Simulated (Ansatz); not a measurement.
# ZnSe (Stilleite) (F-43m) in Ansatz: phonons with PBEsol

Aim: the phonons of ZnSe (Stilleite) with PBEsol.

Everything below comes from runs of Ansatz 0.2.0. Logs are shortened: lines on timing, memory, paths and dates and some standing lists are left out, and cuts for length are marked.

**Experimental background.**

“Alloy Disordering Effects on the Thermal Conductivity and Energy Gap Temperature Dependence of Cd1−xZnxSe Ternary Crystals Grown by the Bridgman Method”, 2023, pmc:10253836 reports, for a bulk crystal of ZnSe at 300 K: band gap 2.695 ± 0.003 eV (an exciton energy, a little under the gap).

The runs below are set against these values where they give the same quantity.

## 1. The crystal as given

Symmetry: F-43m, No. 216, cubic system. Conventional cell: a = 5.668 Å, b = 5.668 Å, c = 5.668 Å, α = 90.00°, β = 90.00°, γ = 90.00°. Around Se (site symmetry -43m) lie 4 Zn at 2.45 Å. Zn (site symmetry -43m) has 4 Se at 2.45 Å as nearest neighbours.

## 2. Phonons, PBEsol

input.yaml

```yaml
crystal:
  lattice:
    - [0.0, 2.8338, 2.8338]
    - [2.8338, 0.0, 2.8338]
    - [2.8338, 2.8338, 0.0]
  atoms:
    - { symbol: Se, position: [0.75, 0.75, 0.75] }
    - { symbol: Zn, position: [0.0, 0.0, 0.0] }
kpoints:
  mp_grid: { grid: [6, 6, 6] }
scf:
  occupations: { method: fermi_dirac, width: 0.05 }
hamiltonian:
  xc: pbesol
  pseudopotentials: { kind: all_electron, lapw: { basis_error: 0.001 } }
output: {}
phonons:
  method: fd
  supercell: [1, 1, 1]
```

Potentials or basis: all-electron LAPW, scalar-relativistic.

On the command line:

```sh
$ ansatz run input.yaml --threads 1 --pin off --max-ram 3072MiB --backend cpu --events-out ev --progress --plain --runs-dir out
```

What it wrote:

```text
Warning: RAYON_NUM_THREADS=1 ignored (pool sized by the plan → 1); use --threads N
LAPW: plane waves up to 9.389 Å⁻¹, error target 1.0e-3 eV per atom; small_component_spin mean_spin; Zn in spheres of 1.207 Å, 20 of its electrons in bands, Dirac shells []; Se in spheres of 1.173 Å, 24 of its electrons in bands, Dirac shells [] (how accurate: hamiltonian.pseudopotentials.lapw.basis_error, Limitations)
Engine: ansatz 0.2.0, aarch64-unknown-linux-gnu
Pseudopotentials: kind: all_electron
Pseudopotential: Se, LAPW, valence charge 24, lapw/all_electron/scalar/gaussian/Se, Koelling and Harmon's equation, gaussian nucleus
Pseudopotential: Zn, LAPW, valence charge 20, lapw/all_electron/scalar/gaussian/Zn, Koelling and Harmon's equation, gaussian nucleus
Functional definition: PBEsol
  exchange = pbesol_x
  correlation = pbesol_c
Crystal: 2 atoms, lattice volume = 45.513 Å³
Basis set: ecut = 335.8330927278596 eV, 609 PW (Γ), exchange–correlation at level 2
Bands: 27, of which v1, the nominal top of the filled ones, is band 22 counted from 1 (21 counted from 0)
Symmetry: 24 space group operations
k-points: 16 of 216 (time reversal used)
Non-local potential: Se, projectors of the file, none
Non-local potential: Zn, projectors of the file, none
Initial density: superposition of atomic densities (chi_scale 0.1, normalization cell, long waves kept (reshape's long-wave potential 0.00 eV rms))
Initial wavefunctions: plane waves of lowest kinetic energy (no species holds an atomic orbital)
Functional: x = pbesol(κ = 0.804, μ = 0.12345679012345678), c = pbesol(β = 0.046)
iter 1 solved again at ethr=1.53e-3 eV; its pass at ethr=1.00e-1 eV (dr2=6.75e-1 eV) is discarded
SCF iter   1: F=—  HF=-114917.351292 eV  |F-HF|=—  |Δ(HF+E_count)|=         —  Δρ=3.03e-2  dr2=6.76e-1  ethr=1.53e-3  ⟨swp⟩=2.0  Hψ=2689  notcnv=0
preconditioner: auto → none  [insulator: Δε(μ)=1.432 eV  Ē_g=12.100 eV  σ=0.050 eV  W_gap=1.00  n_scr=14 (ndim 8)  ℏωp=23.4 eV  f_vac=0.193  D(μ)=0.00/eV (n_scr^D=0)  ε∞_Penn≈4.7]
iter 2 solved again at ethr=7.26e-5 eV; its pass at ethr=1.53e-3 eV (dr2=3.19e-2 eV) is discarded
SCF iter   2: F=—  HF=-114917.144231 eV  |F-HF|=—  |Δ(HF+E_count)|=   2.07e-1  Δρ=9.60e-3  dr2=3.19e-2  ethr=7.26e-5  ⟨swp⟩=2.0  Hψ=2206  notcnv=0
SCF iter   3: F=—  HF=-114917.064940 eV  |F-HF|=—  |Δ(HF+E_count)|=   7.93e-2  Δρ=6.56e-3  dr2=1.54e-2  ethr=7.26e-5  ⟨swp⟩=3.0  Hψ=1372  notcnv=0
SCF iter   4: F=—  HF=-114917.057363 eV  |F-HF|=—  |Δ(HF+E_count)|=         —  Δρ=2.81e-3  dr2=2.85e-3  ethr=3.51e-5  ⟨swp⟩=2.0  Hψ=1184  notcnv=0
the basis was enlarged: its passes take 30.5 KiB over the memory plan, 1 of 1 planned eigensolver slots
SCF iter   5: F=—  HF=-114917.057062 eV  |F-HF|=—  |Δ(HF+E_count)|=   3.01e-4  Δρ=5.00e-4  dr2=6.66e-5  ethr=6.47e-6  ⟨swp⟩=2.0  Hψ=1184  notcnv=0
SCF iter   6: F=—  HF=-114917.057052 eV  |F-HF|=—  |Δ(HF+E_count)|=   9.28e-6  Δρ=7.06e-5  dr2=1.48e-6  ethr=1.51e-7  ⟨swp⟩=2.0  Hψ=1184  notcnv=0
SCF iter   7: F=—  HF=-114917.057054 eV  |F-HF|=—  |Δ(HF+E_count)|=   2.05e-6  Δρ=8.44e-6  dr2=2.60e-8  ethr=3.36e-9  ⟨swp⟩=3.0  Hψ=1235  notcnv=0
SCF iter   8: F=-114917.057055 eV  HF=-114917.057055 eV  |F-HF|=8.15e-10  |Δ(HF+E_count)|=   2.76e-8  Δρ=9.18e-7  dr2=3.95e-10  ethr=5.92e-11  ⟨swp⟩=3.0  Hψ=1268  notcnv=0
SCF 1 converged in 8 iterations: F = -114917.057055 eV  dr2 = 3.95e-10
Symmetry: 4 space group operations
k-points: 46 of 216 (time reversal used)
Initial density: handed on by an earlier stage of this run
Initial wavefunctions: plane waves of lowest kinetic energy (no species holds an atomic orbital; no wavefunctions were taken with the density)
iter 1 solved again at ethr=1.02e-7 eV; its pass at ethr=1.00e-1 eV (dr2=4.48e-5 eV) is discarded
SCF iter   1: F=—  HF=-114917.056788 eV  |F-HF|=—  |Δ(HF+E_count)|=         —  Δρ=2.82e-4  dr2=3.45e-5  ethr=1.02e-7  ⟨swp⟩=5.0  Hψ=10249  notcnv=0
preconditioner: auto → none  [insulator: Δε(μ)=1.156 eV  Ē_g=12.657 eV  σ=0.050 eV  W_gap=1.00  n_scr=14 (ndim 8)  ℏωp=23.4 eV  f_vac=0.229  D(μ)=0.00/eV (n_scr^D=0)  ε∞_Penn≈4.4]
SCF iter   2: F=—  HF=-114917.056784 eV  |F-HF|=—  |Δ(HF+E_count)|=   3.97e-6  Δρ=1.15e-4  dr2=3.96e-6  ethr=7.84e-8  ⟨swp⟩=2.0  Hψ=3404  notcnv=0
iter 3 solved again at ethr=4.98e-10 eV; its pass at ethr=9.00e-9 eV (dr2=2.19e-7 eV) is discarded
SCF iter   3: F=—  HF=-114917.056785 eV  |F-HF|=—  |Δ(HF+E_count)|=   1.58e-6  Δρ=2.64e-5  dr2=2.18e-7  ethr=4.98e-10  ⟨swp⟩=2.0  Hψ=5934  notcnv=0
SCF iter   4: F=—  HF=-114917.056785 eV  |F-HF|=—  |Δ(HF+E_count)|=   1.56e-7  Δρ=3.34e-6  dr2=4.62e-9  ethr=4.96e-10  ⟨swp⟩=2.9  Hψ=3477  notcnv=0
SCF iter   5: F=—  HF=-114917.056785 eV  |F-HF|=—  |Δ(HF+E_count)|=   2.37e-9  Δρ=1.63e-6  dr2=9.10e-10  ethr=1.05e-11  ⟨swp⟩=3.0  Hψ=3755  notcnv=0
SCF iter   6: F=-114917.056785 eV  HF=-114917.056785 eV  |F-HF|=1.46e-11  |Δ(HF+E_count)|=   2.36e-9  Δρ=5.67e-7  dr2=8.06e-11  ethr=3.36e-12 (applied; sched 2.07e-12)  ⟨swp⟩=2.5  Hψ=3430  notcnv=0
SCF 2 converged in 6 iterations: F = -114917.056785 eV  dr2 = 8.06e-11
iter 1 solved again at ethr=2.98e-7 eV; its pass at ethr=1.00e-1 eV (dr2=1.31e-4 eV) is discarded
SCF iter   1: F=—  HF=-114917.056824 eV  |F-HF|=—  |Δ(HF+E_count)|=         —  Δρ=4.23e-4  dr2=1.23e-4  ethr=2.98e-7  ⟨swp⟩=4.6  Hψ=10081  notcnv=0
preconditioner: auto → none  [insulator: Δε(μ)=1.155 eV  Ē_g=12.657 eV  σ=0.050 eV  W_gap=1.00  n_scr=14 (ndim 8)  ℏωp=23.4 eV  f_vac=0.228  D(μ)=0.00/eV (n_scr^D=0)  ε∞_Penn≈4.4]
iter 2 solved again at ethr=1.72e-8 eV; its pass at ethr=2.80e-7 eV (dr2=7.58e-6 eV) is discarded
SCF iter   2: F=—  HF=-114917.056785 eV  |F-HF|=—  |Δ(HF+E_count)|=   3.85e-5  Δρ=1.49e-4  dr2=7.56e-6  ethr=1.72e-8  ⟨swp⟩=2.0  Hψ=5934  notcnv=0
SCF iter   3: F=—  HF=-114917.056785 eV  |F-HF|=—  |Δ(HF+E_count)|=   1.81e-7  Δρ=4.70e-5  dr2=6.90e-7  ethr=1.72e-8  ⟨swp⟩=2.0  Hψ=3404  notcnv=0
SCF iter   4: F=—  HF=-114917.056785 eV  |F-HF|=—  |Δ(HF+E_count)|=   1.51e-7  Δρ=4.28e-6  dr2=7.07e-9  ethr=1.57e-9  ⟨swp⟩=2.0  Hψ=3404  notcnv=0
SCF iter   5: F=—  HF=-114917.056785 eV  |F-HF|=—  |Δ(HF+E_count)|=   3.16e-9  Δρ=2.17e-6  dr2=1.63e-9  ethr=1.61e-11  ⟨swp⟩=3.0  Hψ=3741  notcnv=0
SCF iter   6: F=-114917.056785 eV  HF=-114917.056785 eV  |F-HF|=3.49e-10  |Δ(HF+E_count)|=   4.48e-9  Δρ=6.48e-7  dr2=1.17e-10  ethr=3.70e-12  ⟨swp⟩=2.5  Hψ=3436  notcnv=0
SCF 3 converged in 6 iterations: F = -114917.056785 eV  dr2 = 1.17e-10
SCF converged after 8 iterations
Free energy (F): -114917.057055 eV
Harris-Foulkes:  -114917.057055 eV  (|F-HF|=8.15e-10)
Internal energy: -114917.057054 eV  (E = F + TS)
E sigma→0 (E₀):  -114917.057054 eV
Entropy (-TS):   -0.000000 eV (-0.000 meV/atom)
Fermi energy:    8.531542 eV
--- Per-component energies (eV) ---
  E_band       = -2240.979635
  E_kinetic    = 117368.967596
  E_xc         = -4261.778917
  E_electrostatic = -228024.245734  (all electrons and nuclei)
  E_smearing   = -0.000000  (= −TS)
  E_closure    = 0.000000  (closes the sum)
  E_atoms      = -114910.299036  (free atoms, spherical and without spin; not in F)
  Σ components = -114917.057055   (vs F -114917.057055, Δ=0.00e0)
  Basis errors (estimates in eV, not in F): energy 4.2e-4 per atom: plane waves 3.9e-4 (2.3e-4 summed), levels above the bands 3.7e-86, relativity 1.2e-8, radial functions 2.9e-5, core shells 1.9e-10; eigenvalues (radial functions only) 5.7e-7; not estimated: angular momenta, meshes, grids; target (lapw.basis_error) 1.0e-3; muffin-tin radii Zn 1.207 Å, Se 1.173 Å
--- Forces (eV/Å), atoms counted from 1 ---
  atom   1  Se    -0.00000000     0.00000000     0.00000000
  atom   2  Zn     0.00000000    -0.00000000    -0.00000000
  max |Σ_I F_I| component: 4.63e-18 eV/Å
--- Band table (eV; the first three rows and the last of 16) ---
  k-point 0: bands = ["-198.8735", "-138.5380", "-138.5380", "-138.5380", "-116.9614", "-71.2910", "-71.2910", "-71.2910", "-38.9753", "-38.9753", "-38.9753", "-38.9709", "-38.9709", "-5.3669", "1.3607", "1.3607", "1.3607", "1.7315", "1.7315", "7.9191", "7.9191", "7.9191", "9.0873", "13.6627", "13.6627", "13.6627", "17.6615"]
  k-point 1: bands = ["-198.8735", "-138.5380", "-138.5380", "-138.5380", "-116.9614", "-71.2910", "-71.2910", "-71.2910", "-38.9753", "-38.9753", "-38.9753", "-38.9709", "-38.9709", "-5.1911", "1.3752", "1.3874", "1.3874", "1.7296", "1.7296", "5.9798", "7.6641", "7.6641", "10.3795", "13.7027", "14.0669", "14.0669", "18.3163"]
  k-point 2: bands = ["-198.8735", "-138.5380", "-138.5380", "-138.5380", "-116.9614", "-71.2910", "-71.2910", "-71.2910", "-38.9753", "-38.9752", "-38.9752", "-38.9709", "-38.9709", "-4.7962", "1.4321", "1.4321", "1.5261", "1.7378", "1.7378", "3.8237", "7.2337", "7.2337", "10.5061", "14.3326", "14.3326", "15.3637", "18.1506"]
  k-point 15: bands = ["-198.8735", "-138.5380", "-138.5380", "-138.5380", "-116.9614", "-71.2910", "-71.2910", "-71.2910", "-38.9754", "-38.9751", "-38.9750", "-38.9709", "-38.9708", "-4.2965", "1.4547", "1.5774", "1.6499", "1.7456", "2.0028", "3.1829", "5.2644", "5.3330", "12.2638", "12.6689", "16.0910", "16.4188", "19.4683"]
--- Phonons: 2 displaced members + reference (amplitude 0.01 Å, Σ member SCF iterations 12) ---
  symmetry images taken by strict's conditions (phonons.symmetry_images: auto; settled by no image being taken that strict refuses)
  ASR residual: 5.860e-4 → 0.000e0 eV/Å²; symmetrization residual: 1.546e-5 eV/Å²
  largest component of a force at the reference: 7.9e-17 eV/Å
  ASR residual per site (eV/Å²): 5.86e-4 3.68e-4
  Γ frequencies (cm⁻¹): 0.00 0.00 0.00 202.33 202.33 202.33
  density of states and harmonic sums: on the 19×19×19 q-mesh, interpolated from the force constants of a 1×1×1 supercell (no non-analytic term)
  largest difference from the sums on the solved wave vectors: F 5.46e-1 eV, S 8.04e-4 and C_V 2.58e-4 eV/K
  zero-point energy: 0.051131 eV/cell   skipped modes (ω ≤ 0): 3   left out of the sums: 7.29e-5 of the cell's modes: C_V's classical limit lies that fraction below 3 k_B per atom; for a crystal, a wire or a layer, F and S can be off by more, and a phonons.interpolated_qmesh denser along its periods is the remedy for the sampling
```

It took 48 s on 1 thread of Arm Neoverse V1, shared host; peak memory 0.35 GiB.

What came out:

* Free energy: -114917.0571 eV
* Band gap on the k mesh: 1.17 eV, direct
* Highest phonon frequency at Γ, LO-TO splitting left out: 202 cm⁻¹

Levels at points of the mesh, in eV from the valence-band top:
```
             k point  band 20  band 21  band 22  band 23  band 24  band 25
  (0.00, 0.00, 0.00)     0.00     0.00     0.00     1.17     5.74     5.74
 (0.00, 0.00, -0.50)    -5.28    -0.87    -0.87     2.45     6.31     6.31
(0.00, -0.50, -0.50)    -4.78    -2.20    -2.20     2.84     3.38    10.59
```

Phonon frequencies in cm⁻¹ (negative: imaginary):
| q point | frequencies |
| --- | --- |
| (0.000, 0.000, 0.000) | 0 0 0 202 202 202 |

## 3. Comparison with measurements

Step 2. Against the measured gap of ZnSe, 2.695 eV (an exciton energy, a little under the gap; 300 K; “Alloy Disordering Effects on the Thermal Conductivity and Energy Gap Temperature Dependence of Cd1−xZnxSe Ternary Crystals Grown by the Bridgman Method”, 2023, pmc:10253836), the calculated 1.17 eV is off by -1.53 eV. So large a miss can be the level of theory's own, or it may mean another phase, state or a wrong row. Spin-orbit coupling on Se is left out. The value is that of PBEsol, without temperature or zero-point motion. Semilocal functionals fall short of measured gaps as a rule.
